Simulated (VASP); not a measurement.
Wanted: the native input for a VASP 6.6.1 run.

```yaml
Task: single point
Functional: PBEsol
Potentials_or_basis: VASP PAW PBE potentials, release 64 (Ni)
Cutoff: 900 eV
k_mesh: 21 × 21 × 10
Occupations: gaussian, width 0.1 eV
Spin: collinear spin, ferromagnetic start
Starting_moments: "[1.0, 1.0] μB"
Further_INCAR_settings: ALGO = Fast; EDIFF = 1e-06; NBANDS = 21
```

The structure of Ni lies in POSCAR:

```
Ni
1.0
    2.4453800000      0.0000000000      0.0000000000
   -1.2226900000      2.1177600000      0.0000000000
    0.0000000000      0.0000000000      4.0175800000
Ni
2
Direct
    0.3333300000      0.6666700000      0.2500000000
    0.6666700000      0.3333300000      0.7500000000
```

This isn't the form of Ni at room conditions, which is fcc.

The input as run:

INCAR

```
SYSTEM = Ni
PREC = Accurate
ENCUT = 900
EDIFF = 1E-6
ISMEAR = 0
SIGMA = 0.1
LREAL = .FALSE.
LASPH = .TRUE.
NELM = 120
ALGO = Fast
ISIF = 2
LWAVE = .FALSE.
LCHARG = .FALSE.
ISPIN = 2
MAGMOM = 1 1
LORBIT = 11
LMAXMIX = 4
GGA = PS
NBANDS = 21
```

KPOINTS

```
regular mesh
0
G
  21 21 10
  0 0 0
```

Potentials or basis: VASP PAW PBE potentials, release 64 (Ni).

The run is started by

```bash
$ cat potpaw_PBE.64/Ni/POTCAR > POTCAR
$ mpirun -np 1 vasp_std > vasp.out
```

Results of the run:

| Quantity | Value |
| --- | --- |
| Pressure | 0.2 GPa |
| Band gap on the k mesh | none (metal or under the smearing width) |
| Net moment | 1.24 μB per cell |
| Site moments | Ni +0.62 μB |
| Valence electrons inside the program's atomic spheres | Ni 9.40 |

Caveat: the PAW data sets were made with another functional, which shifts forces and pressure a little.

It took 8.7 min on 1 thread of Intel(R) Xeon(R) Platinum 8488C (Sapphire Rapids), with other jobs on the host, peak memory 0.94 GiB.
